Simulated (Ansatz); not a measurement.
BN: zone-centre modes under pressure

BN, Fmm2, a = 2.505 Å, b = 7.139 Å, c = 4.336 Å. This isn't the usual stable structure of the compound. Ansatz: PBEsol, PAW, 420 eV, Γ-centred 12×12×12 mesh on 2 atoms, fixed occupations; no spin polarisation. Cell and atoms are relaxed at each pressure with the symmetry kept; optical modes at Γ by linear response, in cm⁻¹, matched by rank (the highest 3 distinct ones), without the LO field.

```tsv
P (GPa)	V (Å³/atom)	ω1	ω2	ω3
0	9.692	759.7	1362.8	1363.0
8	7.878	?	?	?
25	6.909	645.9	1454.2	1455.4
```

Question: Get each mode's Grüneisen parameter γ = −d ln ω/d ln V from the other rows and predict the missing frequencies.

Answer: ln(V/V0) = 0.0000, -0.2072, -0.3385; a line through ln(ω/ω0) of the 2 known rows gives ω1: γ = -0.479, predicted 687.9, computed 712.4; ω2: γ = 0.192, predicted 1418.0, computed 1397.4; ω3: γ = 0.194, predicted 1418.8, computed 1398.3. The worst miss is 3.4 %: γ isn't constant over this range, and modes matched by rank may have crossed.

Each cell of BN holds layers, and where no dispersion correction was added their binding is poorly described. The mesh isn't the same in all rows (12×12×12, 14×14×14).

Cost: 3 runs of about 15 core-minutes in all, on Intel Xeon Processor @ 2.50GHz (Skylake/Cascade Lake) (shared hosts).